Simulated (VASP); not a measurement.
Crystal: Ru.

```
Ru
1.0
    -1.50909    1.50909    1.50909
     1.50909   -1.50909    1.50909
     1.50909    1.50909   -1.50909
Ru
1
Direct
  0.00000 0.00000 0.00000
```

This isn't the form of Ru at room conditions, which is hcp.

Base run:

* Program: VASP 6.6.1
* Functional: PBEsol
* Potentials or basis: VASP PAW PBE potentials, release 64 (Ru_pv)
* Cutoff: 900 eV
* k mesh: 20 × 20 × 20
* Occupations: gaussian, width 0.1 eV
* Spin: no spin polarisation

Its results: band gap on the k mesh none (metal or under the smearing width); pressure 0.1 GPa.

Task: The run is repeated on the same cell with these changes: functional from PBEsol to r2SCAN; cutoff from 900 eV to 520 eV. What comes out?

Result: Band gap on the k mesh none (metal or under the smearing width); pressure 5.7 GPa.

Caveats: the PAW data sets were made with another functional, which shifts forces and pressure a little.
